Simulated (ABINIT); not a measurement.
Wanted: the native input for an ABINIT 10.8.3 (patched build) run.

```yaml
Task: single point
Functional: PBEsol
Potentials_or_basis: PseudoDojo NC SR PBEsol v0.4.1 standard
Cutoff: 762 eV
k_mesh: 7 × 7 × 7
Occupations: fermi-dirac, width 0.05 eV
Spin: no spin polarisation
```

The system is Pb.

```xyz
2
Lattice="0.0000 3.4390 3.4390 3.4390 0.0000 3.4390 3.4390 3.4390 0.0000" Properties=species:S:1:pos:R:3 pbc="T T T"
Pb    1.7106    1.6887    1.6887
Pb    0.0015    0.0945   -0.0265
```

This isn't the form of Pb at room conditions, which is fcc.

The cell isn't the ideal one: atoms moved at random, drawn with an rms of 0.05 Å.

The input as run:

run.abi

```
# Pseudopotentials
pp_dirpath "./"
pseudos "Pb.upf"

# Structure
acell 3*1.0
rprim
     0.0000000000     6.4987682475     6.4987682475
     6.4987682475     0.0000000000     6.4987682475
     6.4987682475     6.4987682475     0.0000000000
ntypat 1
znucl 82
natom 2
typat 1 1
xred
     0.2423290000     0.2487010000     0.2487110000
     0.0096820000    -0.0173760000     0.0178080000
chkprim 0
chksymtnons 0
tolsym 1.0e-6

# Plane-wave basis
ecut 761.918815 eV

# k points
kptopt 1
ngkpt 7 7 7
nshiftk 1
shiftk 0.0 0.0 0.0

# Exchange and correlation
ixc -116133

# Bands and occupations
nband 18
occopt 3
tsmear 0.00183747

# SCF cycle
nstep 100
tolvrs 1.0e-10

# Output
iomode 3
prtwf 0
prtden 0
prteig 0
prtebands 0
```

Potentials or basis: PseudoDojo NC SR PBEsol v0.4.1 standard.

Run with:

```console
$ abinit run.abi > log 2>&1
```

Results of the run:

| Item | Value |
| --- | --- |
| Pressure | 0.7 GPa |
| Largest force | 0.621 eV/Å |
| Band gap on the k mesh | none (metal or under the smearing width) |
| Valence electrons inside the program's atomic spheres | Pb 10.05, 10.06 (radii [1.0584] Å) |

It took 5.9 min on 1 thread of Arm Neoverse V2, on a shared host, peak memory 0.26 GiB.
